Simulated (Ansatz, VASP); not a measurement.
# AlN (V_N-V_Al): VASP beside Ansatz, part 2 of 2

Aim: how closely do two programs agree when they are given the same cell, functional and k mesh? The cell is taken from a series of runs on this material, whose earlier steps may have relaxed, scaled, displaced or heated it; both programs get it as it stands.

VASP 6.6.1 and Ansatz 0.2.0.

So far: Set-up; Ansatz: single point, r2SCAN.

### 3. VASP: single point, r2SCAN

Level of this step: r2SCAN, spin-polarised from a ferromagnetic start; plane waves and PAW (Al, N) (VASP).

The same cell, functional, mesh and smearing now go to VASP, with its own data sets.

Lines of VASP's logs that name or quote its potential files are left out, and so is its time.

INCAR reads:

```
SYSTEM = AlN
PREC = Accurate
ENCUT = 580
EDIFF = 1E-06
NELM = 200
ISMEAR = -1
SIGMA = 0.01
LREAL = Auto
ALGO = Normal
METAGGA = R2SCAN
LASPH = .TRUE.
NELECT = 207
NBANDS = 144
ISPIN = 2
MAGMOM = 0 -0 -0 -0 -0 -0 0 0 -0 -0 -0 -0 -0 -0.01 -0 -0.01 -0 0 0 -0 -0 -0.01 -0 -0 0 -0 -0 -0 -0 -0 -0.02 0.36 0 -0.02 -0 -0 -0.02 0.37 -0.01 0.43 -0.01 -0.02 0.06 0 -0.02 -0 -0.01 -0.02 0.06 0 -0 0.05
LORBIT = 11
LWAVE = .FALSE.
LCHARG = .FALSE.
ISIF = 2
ISYM = 0
NUPDOWN = 1
GGA_COMPAT = .FALSE.
LMIXTAU = .TRUE.
KPAR = 4
```

POSCAR reads:

```
AlN
1.0
    0.0000000000      6.5541898631      6.5541898631
    6.5541898631      0.0000000000      6.5541898631
    6.5541898631      6.5541898631      0.0000000000
Al N
26 26
Direct
    0.9992791184      0.0002016517      0.9999487261
    0.9999422575      0.0009999845      0.3329632402
    0.9990448492      0.9999245960      0.6682059513
    0.0023705756      0.3321190310      0.9996872266
    0.9996998319      0.3329706712      0.3334447438
    0.0002847638      0.3313385112      0.6682785709
    0.9991514112      0.6671585643      0.9998651192
    0.9986203140      0.6676595676      0.3325628218
    0.0008195978      0.6673715497      0.6674607248
    0.3309744757      0.0027161748      0.0005929846
    0.3319134924      0.0005527074      0.3336059819
    0.3302064327      0.0007229177      0.6683011806
    0.3303239023      0.3311770147      0.0025070892
    0.3257517155      0.3267185892      0.3275318983
    0.3316918389      0.6676909133      0.9993852924
    0.3260409963      0.6864241359      0.3270800956
    0.3295997806      0.6695962280      0.6674189482
    0.6662255750      0.0000458815      0.9998892291
    0.6666257937      0.9996024244      0.3326009146
    0.6671582562      0.0014186638      0.6672775433
    0.6669791392      0.3325623469      0.9992197711
    0.6858326972      0.3271917587      0.3265467319
    0.6690076832      0.3305104997      0.6671998667
    0.6667924148      0.6676662209      0.9992125683
    0.6667627563      0.6677547527      0.3324766663
    0.6657503036      0.6665554354      0.6674502907
    0.0822379063      0.0831804572      0.0852836055
    0.0827006750      0.0837207479      0.4175923606
    0.0824142456      0.0833302641      0.7504946918
    0.0819800134      0.4166244985      0.0855116041
    0.0831638029      0.4172057143      0.4175906614
    0.0583321427      0.4255581182      0.7584214983
    0.0827336905      0.7501926521      0.0839803758
    0.0831556337      0.7496300415      0.4171886752
    0.0823765939      0.7514933641      0.7502623293
    0.4156595457      0.0827735790      0.0856402965
    0.4161425052      0.0840939728      0.4177665411
    0.4252148728      0.0573240162      0.7592357603
    0.4163503918      0.4170775266      0.0854536592
    0.4265527676      0.4271736181      0.7608145336
    0.4165787810      0.7480103753      0.0851583397
    0.4162615932      0.7493098517      0.4175295611
    0.4160381058      0.7502543712      0.7504694066
    0.7492409074      0.0836148837      0.0840143511
    0.7484267359      0.0843721873      0.4171749860
    0.7505587571      0.0832881093      0.7502686931
    0.7475197063      0.4175009128      0.0846920217
    0.7484465371      0.4172724547      0.4173436448
    0.7496385121      0.4168633026      0.7502964329
    0.7492830030      0.7502360296      0.0839321585
    0.7493427628      0.7503642080      0.4172273424
    0.7495972986      0.7504473381      0.7502516823
```

KPOINTS reads:

```
Points of the shifted mesh
8
Reciprocal
 0.2500000000  0.2500000000  0.2500000000 1
 0.2500000000  0.2500000000  0.7500000000 1
 0.2500000000  0.7500000000  0.2500000000 1
 0.2500000000  0.7500000000  0.7500000000 1
 0.7500000000  0.2500000000  0.2500000000 1
 0.7500000000  0.2500000000  0.7500000000 1
 0.7500000000  0.7500000000  0.2500000000 1
 0.7500000000  0.7500000000  0.7500000000 1
```

The projector-augmented-wave data sets are Al and N (PBE family, release 64).

Launch:

```sh
mpirun -np 8 vasp_std
```

Numbers of over 12 decimals in the logs are rounded to 6 here.

The log of the run:

```text
[banner, memory and clock lines left out]
running    8 mpi-ranks, on    1 nodes
[...]
|                                                                             |
|           W    W    AA    RRRRR   N    N  II  N    N   GGGG   !!!           |
|           W    W   A  A   R    R  NN   N  II  NN   N  G    G  !!!           |
|           W    W  A    A  R    R  N N  N  II  N N  N  G       !!!           |
|           W WW W  AAAAAA  RRRRR   N  N N  II  N  N N  G  GGG   !            |
|           WW  WW  A    A  R   R   N   NN  II  N   NN  G    G                |
|           W    W  A    A  R    R  N    N  II  N    N   GGGG   !!!           |
|                                                                             |
|     For optimal performance we recommend to set                             |
|       NCORE = 2 up to number-of-cores-per-socket                            |
|     NCORE specifies how many cores store one orbital (NPAR=cpu/NCORE).      |
|     This setting can greatly improve the performance of VASP for DFT.       |
[...]
DAV:   5    -0.612294701196E+03   -0.38570E-01   -0.38543E-01  5688   0.174E+00BRMIX: very serious problems
 the old and the new charge density differ
 old charge density:   208.00000 new  207.00000
BRMIX: very serious problems
 the old and the new charge density differ
 old charge density:   208.00000 new  207.00000
BRMIX: very serious problems
 the old and the new charge density differ
 old charge density:   208.00000 new  207.00000
BRMIX: very serious problems
 the old and the new charge density differ
 old charge density:   208.00000 new  207.00000
    0.454E+01
DAV:   6    -0.513490862944E+03    0.98804E+02   -0.20980E+02  5280   0.325E+01    0.204E+01
DAV:   7    -0.493497206886E+03    0.19994E+02   -0.93292E+00  5232   0.967E+00    0.116E+01
DAV:   8    -0.512044804860E+03   -0.18548E+02   -0.16928E+01  4824   0.121E+01    0.639E+00
DAV:   9    -0.493992997696E+03    0.18052E+02   -0.75056E+00  4800   0.938E+00    0.171E+00
[...]
DAV:  19    -0.497412059455E+03   -0.30560E-04   -0.14284E-05  5024   0.157E-02    0.992E-03
DAV:  20    -0.497412078229E+03   -0.18775E-04   -0.13400E-05  4864   0.151E-02    0.591E-03
DAV:  21    -0.497412077295E+03    0.93397E-06   -0.21372E-06  3856   0.508E-03
   1 F= -.49741208E+03 E0= -.49741208E+03  d E =-.694723E-06  mag=     1.0000
```

From OUTCAR (step 3):

```text
 POSITION                                       TOTAL-FORCE (eV/Angst)
 -----------------------------------------------------------------------------------
      6.55518     13.10332      6.55079         0.028601      0.033299      0.059588
      2.18886      8.73612      6.56037         0.029630      0.031341      0.011376
     10.93324     10.92748     13.10163         0.048164      0.047411      0.015429
      8.72891      6.56768      2.19231        -0.026485      0.037399      0.111601
      4.36781      8.73768      8.73458        -0.006640      0.031590      0.046643
      6.55168      4.38189      2.17352         0.081930      0.075806      0.035390
     10.92599     13.10193     10.92131         0.007639      0.037971      0.057404
      6.55565      8.72483     10.92111         0.056053      0.023673      0.032295
      8.74874      4.38004      4.37945         0.129916     -0.008999     -0.135359
      0.02169      2.17316      2.18707         0.023690     -0.031354      0.124436
      2.19014      4.36194      2.17905         0.028828     -0.002612      0.049589
      4.38491      6.54441      2.16897         0.081315      0.095820      0.049118
      2.18703      2.18144      4.33560        -0.062295     -0.056468      0.114289
      4.28808      4.28174      4.27641        -0.091296     -0.093800     -0.089974
[...]
-----------------------------------------------------------------------------------
    total drift:                                0.031449      0.083184      0.061742

  FREE ENERGIE OF THE ION-ELECTRON SYSTEM (eV)
  ---------------------------------------------------
  free  energy   TOTEN  =      -497.4120772953 eV

  energy  without entropy=     -497.4120766005  energy(sigma->0) =     -497.41207695

 magnetization (x)
# of ion       s       p       d       tot
------------------------------------------
    1        0.000   0.000   0.000   0.000
    2       -0.001  -0.002   0.000  -0.003
    3       -0.000  -0.000   0.000  -0.000
    4       -0.003  -0.004   0.000  -0.007
    5       -0.001  -0.002   0.000  -0.003
    6       -0.002  -0.002   0.000  -0.003
    7       -0.000   0.000   0.000   0.000
    8        0.000   0.000   0.000   0.000
    9       -0.002  -0.002   0.000  -0.004
   10       -0.003  -0.005   0.000  -0.007
   11       -0.001  -0.002   0.000  -0.003
   12       -0.002  -0.002   0.000  -0.004
   13       -0.003  -0.005   0.000  -0.008
[...]
--------------------------------------------------
tot         -0.006   1.029   0.000   1.023
```

The run ends at a pressure of -1.54 GPa, with forces up to 0.22 eV/Å.

### 4. Comparison

Known differences besides the potentials themselves: VASP starts from the moments at which Ansatz ended; VASP keeps PBE cores, Ansatz makes them for the functional; the cutoff is 500 eV in Ansatz and 580 eV in VASP (PREC = Accurate, projectors in real space); site moments are counted in spheres of each program's own size. Total energies have different zeros and are not compared.

The two programs side by side:

```
                             quantity  Ansatz  VASP  difference
total moment, fixed by the input (μB)    1.00  1.00        0.00
                   moment on N40 (μB)    0.43  0.42       +0.01
                   moment on N38 (μB)    0.37  0.37        0.00
                   moment on N32 (μB)    0.35  0.35        0.00
                   moment on N43 (μB)    0.06  0.05        0.00
                   moment on N49 (μB)    0.06  0.05        0.00
                   moment on N52 (μB)    0.05  0.05        0.00
```

Forces on 10 of the 52 atoms, those with the largest forces and the largest differences (eV/Å; atoms numbered as in POSCAR):

```
atom          Ansatz x, y, z            VASP x, y, z
 Al9    0.119, 0.001, -0.142   0.130, -0.009, -0.135
Al10    0.015, -0.046, 0.146    0.024, -0.031, 0.124
Al14  -0.099, -0.098, -0.101  -0.091, -0.094, -0.090
Al16    0.167, -0.097, 0.141    0.154, -0.091, 0.134
Al20    0.015, 0.103, -0.167    0.000, 0.119, -0.154
Al22    -0.095, 0.172, 0.136    -0.088, 0.155, 0.131
Al23    0.165, 0.012, -0.062    0.156, 0.022, -0.047
 N39     0.064, 0.062, 0.009     0.045, 0.041, 0.016
 N40  -0.099, -0.106, -0.134  -0.100, -0.108, -0.137
 N41   -0.032, 0.029, -0.104   -0.042, 0.009, -0.086
```

The forces differ by 8.4 meV/Å r.m.s., which is 13.2 % of the r.m.s. force of 0.064 eV/Å (both taken over all components). The cell carries a charge of +1 e against a uniform background, so its pressure also hangs on how the neutralising background is counted, and in a defect's cell a gap may be the spacing between its levels.

### 5. Results

```
r.m.s. force difference (single point, r2SCAN) : 8.4 meV/Å
```

What this shows: The r.m.s. force difference is 8.4 meV/Å (single point, r2SCAN), within the 12 meV/Å picked in this series as the mark of a large difference. How closely two codes agree says nothing of how well the functional describes the real material.

[Lines on the potential files, build, host, timing and source positions are cut from VASP's logs without a mark.]

[Logs are printed without paths, hosts, clocks, repeated set-up lines and the standing remarks that a program may print on its own settings, such as how far it seeks lower states.]

[Hosts, paths, dates, database ids (printed as entryN), source tags and the programs' standing remarks are cut or masked in the printed files.]
